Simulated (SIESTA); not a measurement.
CuAu3 under changes of volume

One of the cells (15.761 Å³/atom); the others are scaled copies at fixed shape and fractional positions:

```
Au Cu
1.0
     3.98000    0.00000    0.00000
     0.00000    3.98000    0.00000
     0.00000    0.00000    3.98000
Au Cu
3 1
Direct
  0.50000 0.50000 0.00000
  0.50000 0.00000 0.50000
  0.00000 0.50000 0.50000
  0.00000 0.00000 0.00000
```

| Item | Value |
| --- | --- |
| Program | SIESTA 5.4.2 |
| Functional | LDA |
| Potentials or basis | PseudoDojo 0.4 standard (LDA files) |
| Basis | DZP (energy shift 0.003 Ry; two zetas on semicore shells) |
| Grid cutoff | 800 Ry |
| Energy shift | 0.003 Ry |
| k mesh | 7 × 7 × 7 |
| Occupations | fermi-dirac, width 0.05 eV |
| Spin | no spin polarisation |

| volume (Å³/atom) | energy over the lowest point (meV/atom) | pressure (GPa) |
| --- | --- | --- |
| 14.816 | 10.04 | 7.0 |
| 15.131 | 0.86 | 2.5 |
| 15.446 | 0.00 | -1.4 |
| 15.761 | 6.35 | -5.0 |
| 16.076 | ? | ? |
| 16.392 | 37.78 | -10.5 |
| 16.707 | 60.87 | -12.8 |

**Question.** What does the run at 16.076 Å³/atom give?

**Answer.** Energy over the lowest point 19.38 meV/atom; pressure -8.0 GPa.

Worked out: A Birch-Murnaghan fit of order 3 (a polynomial in V^(-2/3)) to the other rows has its minimum at 15.32 Å³/atom with B0 = V·E''(V) = 191 GPa and B' = 5.7. It gives 19.27 meV/atom at 16.076 Å³/atom, against the run's 19.38, and -dE/dV = -8.0 GPa, against -8.0.

Energies are extrapolated to zero smearing.

Caveats: short orbitals over semicore shells can move pressures by several GPa; the basis of atomic orbitals isn't converged, which shifts pressures, moduli and gaps.
